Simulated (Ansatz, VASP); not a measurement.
## AlN: VASP beside Ansatz

The input INCAR:

```
SYSTEM = AlN
PREC = Accurate
ENCUT = 520
EDIFF = 1E-6
ISMEAR = 0
SIGMA = 0.05
LREAL = .FALSE.
LASPH = .TRUE.
NELM = 100
ALGO = Normal
ISIF = 2
LWAVE = .FALSE.
LCHARG = .FALSE.
IBRION = 2
NSW = 50
EDIFFG = -0.01
```

Contents of KPOINTS:

```
regular mesh
0
G
  9 9 6
  0 0 0
```

File POSCAR:

```
AlN
1.0
    3.1813000000      0.0000000000      0.0000000000
   -1.5906500000      2.7550866171      0.0000000000
    0.0000000000      0.0000000000      4.3504000000
Al N
2 2
Direct
    0.3333333333      0.6666666667      0.0015210172
    0.6666666667      0.3333333333      0.5015210172
    0.3333333333      0.6666666667      0.3834789828
    0.6666666667      0.3333333333      0.8834789828
```

Input for Ansatz:

```yaml
crystal:
  lattice:
    - [3.1813, 0.0, 0.0]
    - [-1.59065, 2.7550866171, 0.0]
    - [0.0, 0.0, 4.3504]
  atoms:
    - { symbol: Al, position: [0.3333333333, 0.6666666667, 0.0015210172] }
    - { symbol: Al, position: [0.6666666667, 0.3333333333, 0.5015210172] }
    - { symbol: "N", position: [0.3333333333, 0.6666666667, 0.3834789828] }
    - { symbol: "N", position: [0.6666666667, 0.3333333333, 0.8834789828] }
basis:
  ecutwfc: 520.0
kpoints:
  mp_grid: { grid: [9, 9, 6] }
hamiltonian:
  xc: lda
  pseudopotentials: { kind: paw, azcp: { folder: soft_1 } }
scf:
  occupations: { method: gaussian, width: 0.05 }
output:
  forces: true
  stress: true
  eigenvalues: true
relax:
  adjacent_minimum: "off"
  f_tol: 0.01
  max_steps: 30
```

Alike in both runs: task relaxation of the atoms; functional LDA; k mesh 9 × 9 × 6; occupations gaussian, width 0.05 eV; no spin polarisation.

```csv
,VASP,Ansatz
version,VASP 6.6.1,Ansatz 0.2.0
potentials or method,"VASP PAW LDA potentials, release 64 (Al, N)","scalar-relativistic, plane waves, PAW"
plane-wave cutoff (eV),520,520
valence electrons in the cell,16,16
```

|  | VASP | Ansatz | Ansatz less VASP |
| --- | --- | --- | --- |
| gap on the k mesh at the Fermi level, each at its own relaxed structure (eV) | 3.85 | 3.85 | -0.001 |
| energy change over the relaxation (meV/atom) | -204 | -197 | +6.3 |

Ansatz warned: «pseudo_functional_mismatch».

Caveats: an odd mesh through Γ misses points on the zone boundary, where band edges often lie.
